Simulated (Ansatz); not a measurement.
# FeCo: energy less free atoms and pressure against volume per atom

Periodic Kohn-Sham DFT of a crystal at fixed atoms; pressure and stress are positive in compression; the energy is the free energy less that of spherical unpolarised free atoms; site moments are those in the method's own spheres, positive along +z. The results are calculated, by Ansatz 0.2.0.

Cell of the first row (space group Pm-3m, No. 221):
```
FeCo
1.0
      2.8086     0.0000     0.0000
      0.0000     2.8086     0.0000
      0.0000     0.0000     2.8086
Fe Co
1 1
Direct
  0.50000 0.50000 0.50000
  0.00000 0.00000 0.00000
```

Settings of every row: method all-electron LAPW; functional PBE; relativity scalar; k mesh 11x11x11; filling fermi-dirac; smearing width 0.05 eV; basis error target 1 meV/atom; nucleus gaussian.

Atom:
```csv
element,start moment (bohr magneton)
Fe,3
Co,2
```

```csv
row,volume per atom (Å³),energy less free atoms (eV/atom),pressure (GPa),cell moment (bohr magneton)
1,11.077,-8.7567,7.592,4.429
2,11.369,-8.7654,2.113,4.478
3,11.66,-8.7648,-2.637,4.523
4,11.952,?,?,?
5,12.243,-8.7406,-10.309,4.605
```

Question: what energy less free atoms and pressure should row 4 give?

Worked fit of energy less free atoms. Take u = (V_r/V)^(2/3) − 1 with V_r = 11.514 Å³ an atom, which is twice the finite (Eulerian) strain; such expansions in the strain, on which the Birch-Murnaghan equation of state is built, carry the rest volume and the bulk modulus. The shown rows have u = 0.02613, 0.00848, -0.00837, -0.0401. Least squares give energy less free atoms = −8.76616 − 0.0326 × u + 15.088 × u² eV/atom; a straight line predicts inner rows, each left out in turn, worse (root mean square 0.01 against 8.8e-05 eV/atom). All shown rows lie on it to the printed digit. Its lowest point lies at u = 0.0011, or V = 11.5 Å³ an atom, and the curvature there gives the bulk modulus at fixed shape and fractions, B = (4/9)(1 + u)² E″(u)/V = 187 GPa. The withheld row has u = -0.02458, so the fit gives −8.76616 − 0.0326 × (-0.02458) + 15.088 × (-0.02458)² = -8.7562 eV/atom.

The calculation gave -8.7562 eV/atom. The fit meets it to the printed digit.

Worked fit of pressure. Take u = (V_r/V)^(2/3) − 1 with V_r = 11.514 Å³ an atom, which is twice the finite (Eulerian) strain; such expansions in the strain, on which the Birch-Murnaghan equation of state is built, carry the rest volume and the bulk modulus. The shown rows have u = 0.02613, 0.00848, -0.00837, -0.0401. Least squares give pressure = −0.3361 + 281.824 × u + 826.04 × u² GPa; a straight line predicts inner rows, each left out in turn, worse (root mean square 0.57 against 0.0003 GPa). All shown rows lie on it to the printed digit. The pressure vanishes at u = 0.0012, or V = 11.49 Å³ an atom, and there the bulk modulus at fixed shape and fractions is B = −V dP/dV = (2/3)(1 + u) dP/du = 189 GPa. The withheld row has u = -0.02458, so the fit gives −0.3361 + 281.824 × (-0.02458) + 826.04 × (-0.02458)² = -6.764 GPa.

The calculation gave -6.758 GPa. The fit lies 0.006 GPa (0.034 % of the column's range) below it; its largest miss of a shown row is 0.000 GPa.

The other values of row 4: cell moment 4.565 bohr magneton.
